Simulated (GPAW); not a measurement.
A run of GPAW 26.7.0 is set up as follows.

Contents of run.py:

```python
import numpy as np
from ase.dft.bandgap import bandgap
from ase.io import read, write
from ase.units import Bohr, GPa
from gpaw import GPAW, PW
from gpaw.elf import elf_from_dft_calculation
from gpaw.spinorbit import soc_eigenstates

atoms = read('POSCAR')

calc = GPAW(mode=PW(600),
            xc='MGGA_X_R2SCAN+MGGA_C_R2SCAN',
            kpts={'size': (7, 7, 7), 'gamma': True},
            occupations={'name': 'fermi-dirac', 'width': 0.05},
            nbands=14,
            convergence={'density': 1e-05, 'energy': 1e-05},
            maxiter=150,
            txt='gpaw.txt')
atoms.calc = calc
energy = atoms.get_potential_energy()
forces = atoms.get_forces()
stress = atoms.get_stress()
calc.write('gs.gpw')
write('result.traj', atoms)
print(f'Energy: {energy:.6f} eV')
print('Forces (eV/A):')
print(forces.round(4))
print('Stress (GPa):', (stress / GPa).round(3))
print('Fermi level:', round(calc.get_fermi_level(), 4), 'eV')
print(f'Gap: {bandgap(calc)[0]:.4f} eV, direct: {bandgap(calc, direct=True)[0]:.4f} eV')

# fields on the real-space grid
write('density.cube', atoms, data=calc.get_pseudo_density() * Bohr**3)
write('potential.cube', atoms, data=calc.get_electrostatic_potential())
write('elf.cube', atoms, data=elf_from_dft_calculation(calc).data)

path = atoms.cell.bandpath('GXWKGLUWLK,UX', npoints=80, eps=1e-4)
bs_calc = calc.fixed_density(kpts=path, symmetry='off', nbands=23,
                             convergence={'bands': 'CBM+6.0', 'eigenstates': 1e-6}, txt='bands.txt')
bs = bs_calc.band_structure()
bs.write('bs.json')
print(f'Gap on the path: {bandgap(bs_calc)[0]:.4f} eV')

soc = soc_eigenstates(bs_calc, theta=90, phi=0, ignore_xc_potential=True)
np.savetxt('soc_bands.dat', soc.eigenvalues(), fmt='%.4f')
mesh = soc_eigenstates('gs.gpw', theta=90, phi=0, ignore_xc_potential=True)
np.savetxt('soc_mesh.dat', mesh.eigenvalues(), fmt='%.4f')
print('Fermi level with spin-orbit coupling:', round(mesh.fermi_level, 4), 'eV')
```

The input POSCAR:

```
Pb
1.0
    0.0000000000      2.4750200000      2.4750200000
    2.4750200000      0.0000000000      2.4750200000
    2.4750200000      2.4750200000      0.0000000000
Pb
1
Direct
    0.0000000000      0.0000000000      0.0000000000
```

Potentials or basis: GPAW PAW data sets (gpaw-data 1.2.1), pw.

Command:

```console
$ OMP_NUM_THREADS=1 python run.py
```

Problem. What does it give for the band gap along the path?

Solution. None (metal or under the smearing width).

Problem. Estimate the pressure.

Solution. 1.6 GPa.

Levels at the corners of the path, in eV from the Fermi level:
| point | band 10 | band 11 | band 12 | band 13 | band 14 | band 15 | band 16 | band 17 | band 18 | band 19 |
| --- | --- | --- | --- | --- | --- | --- | --- | --- | --- | --- |
| Γ | -16.44 | -12.11 | -12.11 | 4.90 | 4.90 | 9.16 | 9.16 | 9.16 | 9.16 | 10.59 |
| X | -16.19 | -6.75 | -6.75 | -3.62 | -3.62 | 1.51 | 1.51 | 3.05 | 3.05 | 6.06 |
| W | -16.31 | -6.65 | -6.65 | -2.35 | -2.35 | -0.77 | -0.77 | 0.67 | 0.68 | 11.46 |
| K | -16.27 | -6.85 | -6.85 | -2.79 | -2.79 | -0.98 | -0.98 | 3.28 | 3.28 | 7.11 |
| Γ | -16.44 | -12.11 | -12.11 | 4.90 | 4.90 | 9.16 | 9.16 | 9.16 | 9.16 | 10.59 |
| L | -16.29 | -8.27 | -8.27 | -4.44 | -4.44 | 4.61 | 4.61 | 7.07 | 7.07 | 10.13 |
| U | -16.27 | -6.85 | -6.85 | -2.78 | -2.78 | -0.98 | -0.98 | 3.29 | 3.29 | 7.11 |
| W | -16.31 | -6.65 | -6.65 | -2.35 | -2.35 | -0.77 | -0.77 | 0.67 | 0.68 | 11.46 |
| L | -16.29 | -8.27 | -8.27 | -4.44 | -4.44 | 4.61 | 4.61 | 7.07 | 7.07 | 10.13 |
| K | -16.27 | -6.85 | -6.85 | -2.79 | -2.79 | -0.98 | -0.98 | 3.28 | 3.28 | 7.11 |
| U | -16.27 | -6.85 | -6.85 | -2.78 | -2.78 | -0.98 | -0.98 | 3.29 | 3.29 | 7.11 |
| X | -16.19 | -6.75 | -6.75 | -3.62 | -3.62 | 1.51 | 1.51 | 3.05 | 3.05 | 6.06 |

Caveat: spin-orbit coupling was added after a scalar SCF, so levels and gaps hold it while energy, forces, pressure and moments don't; this program's spin-orbit splittings come out too wide for heavy elements; the PAW data sets were made with another functional, which shifts forces and pressure a little.
